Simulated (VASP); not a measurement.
CdO (Monteponite):

```
Cd O
1.0
     0.00000    2.34950    2.34950
     2.34950    0.00000    2.34950
     2.34950    2.34950    0.00000
Cd O
1 1
Direct
  0.00000 0.00000 0.00000
  0.50000 0.50000 0.50000
```

| Property | Result |
| --- | --- |
| Program | VASP 6.6.1 |
| Task | relaxation of cell and atoms |
| Functional | PBE |
| Potentials or basis | VASP PAW PBE potentials, release 64 (Cd, O) |
| Cutoff | 600 eV |
| k mesh | 12 × 12 × 12 |
| Occupations | gaussian, width 0.03 eV |
| Spin | no spin polarisation |

At the start: pressure 7.4 GPa; volume 12.97 Å³/atom.

Q: How do energy, volume and symmetry change on relaxing?

A: Over 3 steps the energy falls by 15.0 meV/atom and the volume is 13.66 Å³/atom (+5.3 %); space group Fm-3m (No. 225, to 0.05 Å).

Step by step:
```
step  energy change (eV)  largest force (eV/Å)  pressure (GPa)  volume (Å³)
   1              0.0000                0.0000            7.38        25.94
   2             -0.0184                0.0000           -3.87        28.25
   3             -0.0300                0.0000           -0.01        27.32
```

Final structure:
```
CELL_PARAMETERS angstrom
0.00000 2.39035 2.39035
2.39035 0.00000 2.39035
2.39035 2.39035 0.00000
ATOMIC_POSITIONS crystal
Cd 0.00000 0.00000 0.00000
O 0.50000 0.50000 0.50000
```
